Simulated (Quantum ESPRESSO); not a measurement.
# Sn (Fd-3m) in Quantum ESPRESSO: a series of runs

One crystal, Sn, is run at these levels: PBEsol; tasks: phonons.

Everything below comes from runs of Quantum ESPRESSO 7.5. Logs are shortened: lines on timing, memory, paths and dates and some standing lists are left out, and cuts for length are marked.

## Step 1: The structure

It takes space group Fd-3m (No. 227, cubic). The conventional cell has a = 6.467 Å, b = 6.467 Å, c = 6.467 Å, α = 90.00°, β = 90.00°, γ = 90.00°. Around Sn (site symmetry -43m) lie 4 Sn at 2.80 Å.

This isn't the form of Sn at room conditions, which is tetragonal (white tin).

## Step 2: Phonons, PBEsol

File pw.in:

```
&CONTROL
  calculation = 'scf'
  prefix = 'pwscf'
  outdir = './tmp'
  pseudo_dir = './pseudo'
  tprnfor = .true.
  tstress = .true.
  disk_io = 'low'
/
&SYSTEM
  ibrav = 0
  nat = 2
  ntyp = 1
  ecutwfc = 72
  nbnd = 21
  occupations = 'smearing'
  smearing = 'mv'
  degauss = 0.01469973
/
&ELECTRONS
  conv_thr = 4d-10
  electron_maxstep = 120
  mixing_beta = 0.5
/
ATOMIC_SPECIES
Sn   118.7100 Sn.upf
CELL_PARAMETERS angstrom
   0.0000000000    3.2333428000    3.2333428000
   3.2333428000    0.0000000000    3.2333428000
   3.2333428000    3.2333428000    0.0000000000
ATOMIC_POSITIONS crystal
Sn     0.7500000000    0.7500000000    0.7500000000
Sn     0.5000000000    0.5000000000    0.5000000000
K_POINTS automatic
7 7 7 0 0 0
```

File relax.in:

```
&CONTROL
  calculation = 'vc-relax'
  prefix = 'pwscf'
  outdir = './tmp'
  pseudo_dir = './pseudo'
  tprnfor = .true.
  tstress = .true.
  disk_io = 'low'
  nstep = 40
  forc_conv_thr = 0.0001
  etot_conv_thr = 1d-06
/
&SYSTEM
  ibrav = 0
  nat = 2
  ntyp = 1
  ecutwfc = 72
  nbnd = 21
  occupations = 'smearing'
  smearing = 'mv'
  degauss = 0.01469973
/
&ELECTRONS
  conv_thr = 4d-10
  electron_maxstep = 120
  mixing_beta = 0.5
/
&IONS
  ion_dynamics = 'bfgs'
/
&CELL
  cell_dynamics = 'bfgs'
  press = 0
  press_conv_thr = 0.2
/
ATOMIC_SPECIES
Sn   118.7100 Sn.upf
CELL_PARAMETERS angstrom
   0.0000000000    3.2333428000    3.2333428000
   3.2333428000    0.0000000000    3.2333428000
   3.2333428000    3.2333428000    0.0000000000
ATOMIC_POSITIONS crystal
Sn     0.7500000000    0.7500000000    0.7500000000
Sn     0.5000000000    0.5000000000    0.5000000000
K_POINTS automatic
7 7 7 0 0 0
```

File scf2.in:

```
&CONTROL
  calculation = 'scf'
  prefix = 'pwscf'
  outdir = './tmp'
  pseudo_dir = './pseudo'
  tprnfor = .true.
  tstress = .true.
  disk_io = 'low'
/
&SYSTEM
  ibrav = 0
  nat = 2
  ntyp = 1
  ecutwfc = 72
  nbnd = 21
  occupations = 'smearing'
  smearing = 'mv'
  degauss = 0.01469973
/
&ELECTRONS
  conv_thr = 1d-13
  electron_maxstep = 120
  mixing_beta = 0.5
  startingpot = 'file'
  startingwfc = 'file'
/
ATOMIC_SPECIES
Sn   118.7100 Sn.upf
CELL_PARAMETERS angstrom
   0.0000000000    3.2714428492    3.2714428492
   3.2714428492    0.0000000000    3.2714428492
   3.2714428492    3.2714428492    0.0000000000
ATOMIC_POSITIONS crystal
Sn     0.7500000000    0.7500000000    0.7500000000
Sn     0.5000000000    0.5000000000    0.5000000000
K_POINTS automatic
7 7 7 0 0 0
```

File ph.in:

```
phonons of Sn
&INPUTPH
  prefix = 'pwscf'
  outdir = './tmp'
  tr2_ph = 1d-18
  fildyn = 'dyn'
  niter_ph = 90
  alpha_mix(1) = 0.4
/
0.0000000000 0.0000000000 0.0000000000
```

File dynmat.in:

```
&INPUT
  fildyn = 'dyn'
  asr = 'crystal'
  filout = 'dynmat.disp'
  fileig = 'dynmat.eig'
/
```

Potentials or basis: PseudoDojo 0.4.1 SR PBEsol standard.

Command:

```bash
> OMP_NUM_THREADS=1 pw.x -in pw.in > pw.out
> OMP_NUM_THREADS=1 pw.x -in relax.in > relax.out
> OMP_NUM_THREADS=1 pw.x -in scf2.in > scf2.out
> OMP_NUM_THREADS=1 ph.x -in ph.in > ph.out
> OMP_NUM_THREADS=1 dynmat.x -in dynmat.in > dynmat.out
```

pw.out:

```text
This program is part of the open-source Quantum ESPRESSO suite
     for quantum simulation of materials; please cite
         "P. Giannozzi et al., J. Phys.:Condens. Matter 21 395502 (2009);
         "P. Giannozzi et al., J. Phys.:Condens. Matter 29 465901 (2017);
         "P. Giannozzi et al., J. Chem. Phys. 152 154105 (2020);
     in publications or presentations arising from this work. More details at

     Message from routine setup:
     using ibrav=0 with symmetry is DISCOURAGED, use correct ibrav instead

     G-vector sticks info
     --------------------
     sticks:   dense  smooth     PW     G-vecs:    dense   smooth      PW
     Sum        1483    1483    433                37509    37509    5817

     Using Slab Decomposition

     bravais-lattice index     =            0
     lattice parameter (alat)  =       8.6410  a.u.
     unit-cell volume          =     456.2279 (a.u.)^3
     number of atoms/cell      =            2
     number of atomic types    =            1
     number of electrons       =        28.00
     number of Kohn-Sham states=           21
     kinetic-energy cutoff     =      72.0000  Ry
     charge density cutoff     =     288.0000  Ry
     scf convergence threshold =      4.0E-10
     mixing beta               =       0.5000
     number of iterations used =            8  plain     mixing
     Exchange-correlation= PBESOL
                           (   1   4  10   8   0   0   0)

     celldm(1)=   8.641032  celldm(2)=   0.000000  celldm(3)=   0.000000
     celldm(4)=   0.000000  celldm(5)=   0.000000  celldm(6)=   0.000000

     crystal axes: (cart. coord. in units of alat)
               a(1) = (   0.000000   0.707107   0.707107 )
               a(2) = (   0.707107   0.000000   0.707107 )
               a(3) = (   0.707107   0.707107   0.000000 )

     reciprocal axes: (cart. coord. in units 2 pi/alat)
               b(1) = ( -0.707107  0.707107  0.707107 )
               b(2) = (  0.707107 -0.707107  0.707107 )
               b(3) = (  0.707107  0.707107 -0.707107 )

     PseudoPot. # 1 for Sn read from file:
     Sn.upf
     Pseudo is Norm-conserving + core correction, Zval = 14.0
     Generated using ONCVPSP code by D. R. Hamann
     Using radial grid of 1628 points,  6 beta functions with:
                l(1) =   0
                l(2) =   0
                l(3) =   1
                l(4) =   1
                l(5) =   2
                l(6) =   2

     atomic species   valence    mass     pseudopotential
     Sn               14.00   118.71000     Sn( 1.00)

     48 Sym. Ops., with inversion, found (24 have fractional translation)

   Cartesian axes

     site n.     atom                  positions (alat units)
         1        Sn     tau(   1) = (   1.0606602   1.0606602   1.0606602  )
         2        Sn     tau(   2) = (   0.7071068   0.7071068   0.7071068  )

     number of k points=    20  Marzari-Vanderbilt smearing, width (Ry)=  0.0147
                       cart. coord. in units 2pi/alat
        k(    1) = (   0.0000000   0.0000000   0.0000000), wk =   0.0058309
        k(    2) = (   0.1010153   0.1010153  -0.1010153), wk =   0.0466472
        k(    3) = (   0.2020305   0.2020305  -0.2020305), wk =   0.0466472
        k(    4) = (   0.3030458   0.3030458  -0.3030458), wk =   0.0466472
        k(    5) = (   0.2020305  -0.0000000   0.0000000), wk =   0.0349854
        k(    6) = (   0.3030458   0.1010153  -0.1010153), wk =   0.1399417
[... 12 lines left out ...]
        k(   19) = (  -0.1010153  -0.5050763   0.7071068), wk =   0.1399417
        k(   20) = (  -0.0000000  -0.4040610   0.6060915), wk =   0.1399417

     Dense  grid:    37509 G-vectors     FFT dimensions: (  48,  48,  48)

     Initial potential from superposition of free atoms

     starting charge      27.9972, renormalised to      28.0000
     Starting wfcs are   18 randomized atomic wfcs +    3 random wfcs

     Self-consistent Calculation

     iteration #  1     ecut=    72.00 Ry     beta= 0.50
     Davidson diagonalization with overlap
     ethr =  1.00E-02,  avg # of iterations =  5.6

     Threshold (ethr) on eigenvalues was too large:
     Diagonalizing with lowered threshold

     Davidson diagonalization with overlap
     ethr =  8.90E-05,  avg # of iterations =  3.7

     total energy              =    -314.51625602 Ry
     estimated scf accuracy    <       0.02551168 Ry
[... 71 lines left out ...]
     iteration # 12     ecut=    72.00 Ry     beta= 0.50
     Davidson diagonalization with overlap
     ethr =  1.91E-12,  avg # of iterations =  2.0

     End of self-consistent calculation

          k = 0.0000 0.0000 0.0000 (  4693 PWs)   bands (ev):

   -13.6235 -13.6235 -13.6235 -13.5618 -13.5618 -13.2428 -13.2428 -13.2428
   -13.2330 -13.2330  -2.6349   7.4483   8.1565   8.1565   8.1565  10.2242
    10.2242  10.2242  12.9686  16.0501  16.0507

          k = 0.1010 0.1010-0.1010 (  4729 PWs)   bands (ev):
[... 13 lines left out ...]
   -13.6599 -13.6599 -13.5970 -13.5009 -13.5009 -13.3032 -13.3032 -13.2759
   -13.1855 -13.1855  -1.1457   1.9657   6.9742   6.9742   8.0586  11.2899
    11.2899  13.6787  15.5345  16.3841  16.3841

          k = 0.2020-0.0000 0.0000 (  4729 PWs)   bands (ev):

   -13.6347 -13.6347 -13.6322 -13.5452 -13.5212 -13.3079 -13.2489 -13.2266
   -13.2266 -13.2062  -2.3679   5.5226   7.2681   7.2681   9.5695   9.8639
    11.4413  11.4413  13.9451  14.2389  16.2859

          k = 0.3030 0.1010-0.1010 (  4715 PWs)   bands (ev):
[... 25 lines left out ...]
   -13.6546 -13.6476 -13.6073 -13.5299 -13.5105 -13.3046 -13.2862 -13.2429
   -13.2095 -13.1874  -2.1105   4.4429   6.4200   7.7066   9.3421  10.8275
    10.9721  12.1691  14.2571  15.0108  15.1942

          k = 0.4041-0.0000 0.0000 (  4700 PWs)   bands (ev):

   -13.6575 -13.6575 -13.6206 -13.4987 -13.4416 -13.4002 -13.2937 -13.2193
   -13.1926 -13.1926  -1.5778   3.3688   6.2148   6.2148   8.8457  10.0435
    13.4360  13.4360  14.2238  16.6611  16.9979

          k = 0.5051 0.1010-0.1010 (  4707 PWs)   bands (ev):
[... 7 lines left out ...]
   -13.6974 -13.6744 -13.5451 -13.4395 -13.4288 -13.4090 -13.3587 -13.3033
   -13.1664 -13.1438  -0.2834   1.3586   4.7310   6.0971   9.2409  11.9530
    12.9237  13.4367  15.2359  16.2708  17.8132

          k = 0.0000-0.4041 0.4041 (  4710 PWs)   bands (ev):

   -13.6936 -13.6746 -13.5437 -13.4749 -13.4431 -13.3618 -13.3523 -13.3090
   -13.1657 -13.1498  -0.7458   1.9326   4.7009   6.5634   9.5086  12.5708
    12.5919  12.8209  14.7453  14.8090  18.0498

          k = 0.6061-0.0000 0.0000 (  4712 PWs)   bands (ev):

   -13.6738 -13.6738 -13.5733 -13.4952 -13.4321 -13.3589 -13.3524 -13.2724
   -13.1671 -13.1671  -0.3021   1.3848   5.6393   5.6393   8.6654   9.1148
    15.3911  15.3911  16.3606  18.0811  18.1975

          k =-0.0000-0.6061 0.6061 (  4712 PWs)   bands (ev):

   -13.6887 -13.6764 -13.5365 -13.5026 -13.4011 -13.3917 -13.3429 -13.3105
   -13.1632 -13.1512   0.3762   0.6560   5.0482   5.6874   8.9116   9.8672
    14.8552  15.0984  16.0352  17.1539  18.3692

          k = 0.4041 0.2020 0.0000 (  4708 PWs)   bands (ev):

   -13.6719 -13.6701 -13.5827 -13.4969 -13.4522 -13.3794 -13.3004 -13.2702
   -13.1760 -13.1726  -1.3577   2.8695   5.4697   6.4951  10.1865  10.3430
    11.8638  13.1944  15.0822  16.3621  17.0715

          k =-0.2020-0.4041 0.6061 (  4694 PWs)   bands (ev):
[... 13 lines left out ...]
   -13.6986 -13.6856 -13.5130 -13.4429 -13.4239 -13.3904 -13.3846 -13.3300
   -13.1545 -13.1417   0.1044   1.0062   4.6682   5.4987  10.2484  12.0026
    12.5966  12.5967  15.8194  16.8298  18.6125

     the Fermi energy is     7.9706 ev

!    total energy              =    -314.51629893 Ry
     estimated scf accuracy    <          6.3E-11 Ry
     smearing contrib. (-TS)   =       0.00016057 Ry
     internal energy E=F+TS    =    -314.51645950 Ry

     The total energy is F=E-TS. E is the sum of the following terms:
     one-electron contribution =    -141.32111320 Ry
     hartree contribution      =      86.86540185 Ry
     xc contribution           =     -87.26376855 Ry
     ewald contribution        =    -172.79697961 Ry

     convergence has been achieved in  12 iterations

     Forces acting on atoms (cartesian axes, Ry/au):

     atom    1 type  1   force =     0.00000000    0.00000000   -0.00000000
     atom    2 type  1   force =    -0.00000000   -0.00000000    0.00000000

     Total force =     0.000000     Total SCF correction =     0.000000

     Computing stress (Cartesian axis) and pressure

          total   stress  (Ry/bohr**3)                   (kbar)     P=       16.18
   0.00011001  -0.00000000  -0.00000000           16.18       -0.00       -0.00
  -0.00000000   0.00011001  -0.00000000           -0.00       16.18       -0.00
   0.00000000  -0.00000000   0.00011001            0.00       -0.00       16.18

=------------------------------------------------------------------------------=
   JOB DONE.
=------------------------------------------------------------------------------=
```

It took 9.4 min on 1 thread of Intel Xeon 6975P-C (Granite Rapids), shared host; peak memory 0.11 GiB.

What came out:

| Item | Value |
| --- | --- |
| Free energy | -4279.2246 eV |
| Relaxed volume | 35.01 Å³/atom |
| Relaxed cell | a = 4.627 Å, b = 4.627 Å, c = 4.627 Å, α = 60.00°, β = 60.00°, γ = 60.00° |
| Space group after relaxing (to 0.05 Å) | Fd-3m (No. 227) |
| Pressure after relaxing | 0.0 GPa |
| Band gap on the k mesh | none (metal or under the smearing width) |
| Highest phonon frequency at Γ | 173 cm⁻¹ |

The path:
```
step  energy change (eV)  largest force (eV/Å)  pressure (GPa)  volume (Å³)
   1              0.0000                0.0000            1.62        67.61
   2             -0.0049                0.0000            1.22        68.17
   3             -0.0088                0.0000            0.79        68.78
   4             -0.0117                0.0000            0.19        69.72
   5             -0.0118                0.0000            0.00        70.02
   6             -0.0118                0.0000            0.00        70.02
```

Final structure:
```
CELL_PARAMETERS angstrom
0.00000 3.27144 3.27144
3.27144 0.00000 3.27144
3.27144 3.27144 0.00000
ATOMIC_POSITIONS crystal
Sn 0.75000 0.75000 0.75000
Sn 0.50000 0.50000 0.50000
```

Phonon frequencies in cm⁻¹ (negative: imaginary):
| q point | frequencies |
| --- | --- |
| (0.000, 0.000, 0.000) | -10 -10 -10 173 173 173 |

Optical modes at Γ, degenerate ones joined:
```csv
cm⁻¹,components,symmetry,active in
173,3,T2g,Raman
```

(Continued in part 2 of 2.)
